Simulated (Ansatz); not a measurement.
All numbers below come from Ansatz 0.2.0, DFT PBE, scalar-relativistic, plane waves, PAW. All cells share a 420 eV cutoff and Γ-centred k meshes spaced at most about 0.3 Å⁻¹ (about 0.25 or finer for metals, 2π included). No spin polarisation.

These are static total energies at zero pressure.

Compare these two cells of Sn6Ge, each relaxed at this level.

A.

```
CELL_PARAMETERS angstrom
6.12802 0.00000 0.00000
-3.06401 5.30702 0.00000
0.00000 0.00000 6.11713
ATOMIC_POSITIONS crystal
Sn 0.63478 0.63478 0.28652
Sn 0.00000 0.63478 0.71348
Sn 0.63478 0.00000 0.71348
Sn 0.36522 0.36522 0.71348
Sn 0.00000 0.36522 0.28652
Sn 0.36522 0.00000 0.28652
Ge 0.00000 0.00000 0.00000
```

B.

```
CELL_PARAMETERS angstrom
6.10563 3.52509 3.76502
-6.10563 3.52509 3.76502
0.00000 -7.05018 3.76502
ATOMIC_POSITIONS crystal
Sn 0.84721 0.98430 0.57404
Sn 0.15279 0.01570 0.42596
Sn 0.73473 0.30947 0.59822
Sn 0.26527 0.69053 0.40178
Sn 0.42596 0.15279 0.01570
Sn 0.57404 0.84721 0.98430
Sn 0.40178 0.26527 0.69053
Sn 0.59822 0.73473 0.30947
Sn 0.98430 0.57404 0.84721
Sn 0.01570 0.42596 0.15279
Sn 0.30947 0.59822 0.73473
Sn 0.69053 0.40178 0.26527
Ge 0.88766 0.88766 0.88766
Ge 0.11234 0.11234 0.11234
```

**Question.** Which would you expect to be lower, and how large is the difference?

**Answer.** B is lower, by 130 meV/atom. A has space group P-31m (No. 162), 28.4 Å³/atom and no gap on its mesh; B has Sn and Ge ordered on diamond sites, space group R-3 (No. 148), 34.7 Å³/atom and no gap. Counting Sn atoms around Ge (those within 1.25 times the shortest such distance or 1.15 times the sum of covalent radii, 1.27 where that leaves under three), A has Ge 6 and B has Ge 3. The lower one is the more open, so pressure narrows the difference. In A, Sn has 1 Ge at 2.84 Å, 1 Sn at 3.09 Å and 6 Sn at 3.38–3.44 Å; Ge is surrounded by 6 Sn at 2.84 Å. In B, Sn on its first site has 1 Ge at 2.73 Å and 3 Sn at 2.88 Å; Sn on its second site has 4 Sn at 2.86–2.88 Å; Ge is surrounded by 1 Ge at 2.54 Å and 3 Sn at 2.73 Å. Both come from invented guesses.

The zero gap of R-3 may come from the functional, which often closes small gaps. Cells relaxed within their symmetry can be saddle points.
